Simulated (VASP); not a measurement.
Ir:

```
CELL_PARAMETERS angstrom
0.00000 1.91560 1.91560
1.91560 0.00000 1.91560
1.91560 1.91560 0.00000
ATOMIC_POSITIONS crystal
Ir 0.00000 0.00000 0.00000
```

```yaml
Program: VASP 6.6.1
Task: relaxation of cell and atoms
Functional: r2SCAN
Potentials_or_basis: VASP PAW PBE potentials, release 64 (Ir)
Cutoff: 600 eV
k_mesh: 10 × 10 × 10
Occupations: fermi-dirac, width 0.05 eV
Spin: no spin polarisation
```

At the start: pressure 6.7 GPa; volume 14.06 Å³/atom.

Question: How do energy, volume and symmetry change on relaxing?

Answer: Over 4 steps the energy falls by 4.9 meV/atom and the volume is 14.30 Å³/atom (+1.7 %); space group Fm-3m (No. 225, to 0.05 Å).

Step by step:
```csv
step,energy change (eV),largest force (eV/Å),pressure (GPa),volume (Å³)
1,0.0000,0.0000,6.67,14.06
2,0.0653,0.0000,-21.24,15.28
3,-0.0049,0.0000,-0.17,14.30
4,-0.0049,0.0000,-0.01,14.30
```

Final structure:
```
Ir
1.0
     0.00000    1.92643    1.92643
     1.92643    0.00000    1.92643
     1.92643    1.92643    0.00000
Ir
1
Direct
  0.00000 0.00000 0.00000
```

Caveat: the PAW data sets were made with another functional, which shifts forces and pressure a little.
